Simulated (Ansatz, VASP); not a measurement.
# ZrB2 in VASP and in Ansatz

```
Zr B
1.0
     3.26515    0.00000    0.00000
    -1.63257    2.82770    0.00000
     0.00000    0.00000    3.67545
Zr B
1 2
Direct
  0.00000 0.00000 0.00000
  0.33333 0.66667 0.50000
  0.66667 0.33333 0.50000
```

Alike in both runs: functional PBE; k mesh 15 × 15 × 12; occupations gaussian, width 0.1 eV; no spin polarisation.

Ansatz relaxed the structure, and its values are those at the end. VASP's run is a single point on that final structure, the one shown.

```csv
,VASP,Ansatz
version,VASP 6.6.1,Ansatz 0.2.0
potentials or method,"VASP PAW PBE potentials, release 64 (Zr_sv, B)","scalar-relativistic, plane waves, PAW"
plane-wave cutoff (eV),520,420
valence electrons in the cell,18,18
```

VASP gave:

- gap on the k mesh at the Fermi level (eV): none
- pressure (GPa): -18.7

What did Ansatz give for the same quantities?

gap on the k mesh at the Fermi level (eV): none; pressure (GPa): -18.8.

A gap of «none» marks a metal or a gap that the smearing closes.

Caveats: so large a pressure means that the cell lies far from this level's equilibrium, or that cutoff or potentials fall short (VASP).
